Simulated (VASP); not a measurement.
VASP 6.6.1 run: InSb

INCAR

```
LWAVE = .FALSE.
ISIF = 2
LCHARG = .FALSE.
IBRION = -1
TIME = 0.5
NBANDS = 16
ISMEAR = -1
GGA = PE
ENCUT = 520
ALGO = Damped
LASPH = .TRUE.
LREAL = .FALSE.
NSW = 0
EDIFF = 1E-7
NELM = 120
PREC = Accurate
SIGMA = 0.02
```

KPOINTS

```
KPOINTS created by Atomic Simulation Environment
0
Gamma
8 8 8
0 0 0
```

POSCAR

```
In Sb
 1.0000000000000000
     0.0000000000000000    3.1483324968000002    3.4099222919000001
     3.1483324968000002    0.0000000000000000    3.4099222919000001
     3.1483324968000002    3.1483324968000002    0.0000000000000000
 In  Sb
   1   1
Cartesian
  0.0000000000000000  0.0000000000000000  0.0000000000000000
  1.5741662484000001  1.5741662484000001  1.7049611459500000
```

The recommended PBE PAW datasets give the neutral cell 18 valence electrons.

Command

```
mpirun -np 1 vasp_std
```

OSZICAR

```
N       E                     dE             d eps       ncg     rms           ort
DAV:   1     0.173297208790E+03    0.17330E+03   -0.75580E+03   944   0.128E+03
DAV:   2     0.446426169677E+02   -0.12865E+03   -0.12499E+03   944   0.323E+02
DAV:   3     0.674287973497E+01   -0.37900E+02   -0.36956E+02   944   0.171E+02
DAV:   4    -0.323863441592E+01   -0.99815E+01   -0.98343E+01   944   0.964E+01
DAV:   5    -0.668168784083E+01   -0.34431E+01   -0.34113E+01   944   0.452E+01
SDA:   6    -0.652012859164E+01    0.16156E+00   -0.45188E+00   944   0.904E+00   0.000E+00
DMP:   7    -0.674587210856E+01   -0.22574E+00   -0.24103E+00   944   0.483E+00  -0.328E-02
DMP:   8    -0.681817740160E+01   -0.72305E-01   -0.98526E-01   944   0.264E+00  -0.202E+00
DMP:   9    -0.684877173463E+01   -0.30594E-01   -0.27519E-01   944   0.813E-01  -0.787E-01
DMP:  10    -0.686309401664E+01   -0.14322E-01   -0.53483E-02   944   0.103E-01   0.131E-02
...
DMP:  18    -0.686891628139E+01   -0.10556E-04   -0.63037E-05   944   0.845E-05   0.125E-04
DMP:  19    -0.686892149990E+01   -0.52185E-05   -0.37330E-05   944   0.460E-05   0.859E-05
DMP:  20    -0.686892428671E+01   -0.27868E-05   -0.21560E-05   944   0.279E-05   0.457E-05
DMP:  21    -0.686892620590E+01   -0.19192E-05   -0.11479E-05   944   0.144E-05   0.257E-05
DMP:  22    -0.686892705040E+01   -0.84450E-06   -0.60767E-06   944   0.725E-06   0.147E-05
DMP:  23    -0.686892758462E+01   -0.53422E-06   -0.31700E-06   944   0.366E-06   0.803E-06
DMP:  24    -0.686892783079E+01   -0.24617E-06   -0.15710E-06   944   0.177E-06   0.412E-06
DMP:  25    -0.686892796391E+01   -0.13311E-06   -0.71694E-07   944   0.784E-07   0.195E-06
DMP:  26    -0.686892801149E+01   -0.47580E-07   -0.29296E-07   944   0.310E-07   0.827E-07
   1 F= -.68689280E+01 E0= -.68688734E+01  d E =-.109167E-03
```

Standard output (part)

```
POSCAR found type information on POSCAR InSb
 POSCAR found :  2 types and       2 ions
 LDA part: xc-table for (Slater+PW92), standard interpolation
 POSCAR, INCAR and KPOINTS ok, starting setup
 WAVECAR not read
 entering main loop
 final diagonalization occupied
```

From OUTCAR

```
k-points           NKPTS =     59   k-points in BZ     NKDIM =     59   number of bands    NBANDS=     16

   NELECT =      18.0000    total number of electrons

   dimension x,y,z NGX =    36 NGY =   36 NGZ =   36
   dimension x,y,z NGXF=    72 NGYF=   72 NGZF=   72

  energy-cutoff  :      520.00
  volume of cell :       67.60
      direct lattice vectors                 reciprocal lattice vectors
     0.000000000  3.148332497  3.409922292    -0.158814230  0.158814230  0.146630907
     3.148332497  0.000000000  3.409922292     0.158814230 -0.158814230  0.146630907
     3.148332497  3.148332497  0.000000000     0.158814230  0.158814230 -0.146630907

 k-points in reciprocal lattice and weights: KPOINTS created by Atomic Simulation Env
   0.00000000  0.00000000  0.00000000       0.002
   0.12500000  0.00000000  0.00000000       0.016
   0.25000000  0.00000000  0.00000000       0.016
   0.37500000  0.00000000  0.00000000       0.016
   0.50000000  0.00000000  0.00000000       0.008
   0.12500000  0.12500000  0.00000000       0.004
   0.25000000  0.12500000  0.00000000       0.016
   0.37500000  0.12500000  0.00000000       0.016
   ...

 E-fermi :   5.3150

 k-point     1 :       0.0000    0.0000    0.0000
  band No.  band energies     occupation
      1      -9.4633      2.00000
      2      -9.4459      2.00000
      3      -9.4459      2.00000
      4      -9.3717      2.00000
      5      -9.3629      2.00000
      6      -5.5728      2.00000
      7       4.8643      2.00000
      8       4.9691      2.00000
      9       5.3149      1.00126
     10       5.3149      1.00088
     11       8.0992      0.00000
     12       8.0992      0.00000
     13       8.2799      0.00000
     14      10.9131      0.00000
     15      12.7476      0.00000
     16      13.1837      0.00000

 k-point     2 :       0.1250    0.0000    0.0000
  band No.  band energies     occupation
      1      -9.4640      2.00000
      2      -9.4491      2.00000
      3      -9.4428      2.00000
      4      -9.3724      2.00000
      5      -9.3624      2.00000
      6      -5.4300      2.00000
      7       3.2940      2.00000
      8       4.7927      2.00000
      9       5.1302      1.99981
     10       6.1046      0.00000
     11       8.2759      0.00000
     12       8.3987      0.00000
     13       8.7261      0.00000
     14      11.6449      0.00000
     15      12.2144      0.00000
     16      13.6998      0.00000

 k-point     3 :       0.2500    0.0000    0.0000
  band No.  band energies     occupation
      1      -9.4765      2.00000
      2      -9.4461      2.00000
      3      -9.4359      2.00000
      4      -9.3736      2.00000
      5      -9.3607      2.00000
      6      -5.0289      2.00000
      7       1.5410      2.00000
      8       4.3541      2.00000
      9       4.7890      2.00000
     10       6.0085      0.00000
     11       8.7764      0.00000
     12       8.9294      0.00000
     13       9.9751      0.00000
     14      11.9061      0.00000
     15      12.5737      0.00000
     16      12.6477      0.00000

 ...

  Total        1.7451012      1.7451012      0.7256431      0.0000000      0.0000000      0.0000000
  in kB       41.3614290     41.3614290     17.1987943      0.0000000      0.0000000      0.0000000
  external PRESSURE =      33.3072174 kB  Pullay stress =       0.0000000 kB

 POSITION                                       TOTAL-FORCE (eV/Angst)
 -----------------------------------------------------------------------------------
      0.00000      0.00000      0.00000         0.000000      0.000000     -0.000000
      1.57417      1.57417      1.70496        -0.000000     -0.000000      0.000000
 -----------------------------------------------------------------------------------
    total drift:                               -0.000000     -0.000000      0.000000

  FREE ENERGIE OF THE ION-ELECTRON SYSTEM (eV)
  ---------------------------------------------------
  free  energy   TOTEN  =        -6.8689280115 eV

  energy  without entropy=       -6.8688188443  energy(sigma->0) =       -6.86887343
```

It converged. Results: gap between bands v and c on the k mesh 0.00 eV; least direct gap on the k mesh 0.00 eV; pressure 3.3 GPa. Band v is the last that the valence electrons fill when counted band by band, and c is the next.

For comparison, a separate PBE run of the intended cell, on usual settings and not on those above, gives a gap of 0.00 eV on its mesh and a pressure of 3.4 GPa.

The run above took about 70 s on one core of a shared host (Intel Xeon Platinum 8488C) and held 0.3 GiB at most.
